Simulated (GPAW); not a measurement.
W:

```
W
1.0
    -1.58234    1.58234    1.58234
     1.58234   -1.58234    1.58234
     1.58234    1.58234   -1.58234
W
1
Direct
  0.00000 0.00000 0.00000
```

- Program: GPAW 26.7.0
- Task: relaxation of cell and atoms
- Functional: PBEsol
- Dispersion: D3
- Potentials or basis: PAW data sets generated in the run's folder for this functional
- Cutoff: 600 eV
- Basis: pw
- k mesh: 12 × 12 × 12
- Occupations: fermi-dirac, width 0.05 eV
- Spin: no spin polarisation

At the start: pressure -9.9 GPa; volume 15.85 Å³/atom.

Problem. Where does the relaxation end?

Solution. Over 3 steps the energy falls by 15.4 meV/atom and the volume is 15.36 Å³/atom (-3.1 %); space group Im-3m (No. 229, to 0.05 Å).

Step by step:
```
step  energy change (eV)  largest force (eV/Å)  pressure (GPa)  volume (Å³)
   1              0.0000                0.0000           -9.90        15.85
   2             -0.0136                0.0000            3.52        15.20
   3             -0.0154                0.0000           -0.10        15.36
```

Final structure:
```xyz
1
Lattice="-1.5659 1.5659 1.5659 1.5659 -1.5659 1.5659 1.5659 1.5659 -1.5659" Properties=species:S:1:pos:R:3 pbc="T T T"
W     0.0000    0.0000    0.0000
```

Caveat: later steps reuse the first step's grids; pairwise dispersion overbinds metals, which lowers pressure and volume.
